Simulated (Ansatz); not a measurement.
## Convergence notes, G0W0 on BaF2 (fluorite)

BaF2 in the fluorite structure, relaxed with r2SCAN; one-shot G0W0 in Ansatz without spin-orbit coupling. No spin polarisation and no zero-point or thermal motion.

```cif
data_structure
_symmetry_space_group_name_H-M 'P 1'
_symmetry_Int_Tables_number 1
_cell_length_a 4.3801
_cell_length_b 4.3801
_cell_length_c 4.3801
_cell_angle_alpha 60.000
_cell_angle_beta 60.000
_cell_angle_gamma 60.000
_cell_volume 59.42
loop_
_atom_site_label
_atom_site_type_symbol
_atom_site_fract_x
_atom_site_fract_y
_atom_site_fract_z
_atom_site_occupancy
Ba1 Ba 0.00000 0.00000 0.00000 1
F1 F 0.25000 0.25000 0.25000 1
F2 F 0.75000 0.75000 0.75000 1
```

Gaps are read over the mesh points alone. G0W0 values are finite-basis, finite-mesh values.

| start | potentials | frequency model | mesh | empty bands | screening cutoff (eV) | Kohn-Sham gap (eV) | G0W0 gap (eV) | rough cost |
| --- | --- | --- | --- | --- | --- | --- | --- | --- |
| PBE | PAW | contour deformation | 4×4×4 | 96 | 80 | 6.84 | 9.45 | 12 core-seconds |
| PBE | PAW | contour deformation | 4×4×4 | 223 | 140 | 6.84 | 9.52 | 50 core-seconds |
| PBE | PAW | contour deformation | 4×4×4 | 410 | 210 | 6.84 | 9.65 | 4 core-minutes |
| HSE06 | PAW | contour deformation | 4×4×4 | 223 | 140 | 8.77 | 10.37 | 2.6 core-minutes |
| LDA | PAW | contour deformation | 4×4×4 | 223 | 140 | 6.46 | 9.57 | 50 core-seconds |
| r2SCAN | PAW | contour deformation | 4×4×4 | 223 | 140 | 7.41 | 9.78 | 60 core-seconds |
| PBE | PAW | Godby-Needs pole | 4×4×4 | 223 | 140 | 6.84 | 9.50 | 80 core-seconds |
| PBE | PAW | contour deformation | 6×6×6 | 96 | 80 | 6.86 | 9.47 | 70 core-seconds |
| PBE | norm-conserving | contour deformation | 4×4×4 | 223 | 140 | 6.83 | 9.51 | 2.4 core-minutes |

The quasiparticle gap on this mesh is 9.65 eV (Γ–K (0.67 of the way from Γ) to Γ), against 6.84 eV from PBE: +2.81 eV. Renormalisation factors Z lie between 0.77 and 0.88.

Raising bands and cutoff together moves the gap by +0.07 eV (80 to 140 eV), then +0.13 eV (140 to 210 eV); the last step is still large, so the basis limit isn't reached. Starting from HSE06 (8.77 eV against PBE's 6.84 eV) gives 10.37 eV, +0.85 eV from G0W0@PBE at the same screening cutoff. Starting from LDA (6.46 eV against PBE's 6.84 eV) gives 9.57 eV, +0.05 eV from G0W0@PBE at the same screening cutoff. Starting from r2SCAN (7.41 eV against PBE's 6.84 eV) gives 9.78 eV, +0.26 eV from G0W0@PBE at the same screening cutoff. The Godby-Needs plasmon pole differs from contour deformation by -0.02 eV. A 6×6×6 mesh in place of 4×4×4 changes the opening over PBE by 0.00 eV (the gap on the mesh by +0.02 eV, the PBE gap by +0.02 eV). Norm-conserving potentials (wave cutoff 1320 eV against 420 eV) shift the quasiparticle gap by -0.01 eV and the PBE gap by -0.01 eV. r2SCAN runs take a wave cutoff of 500 eV.
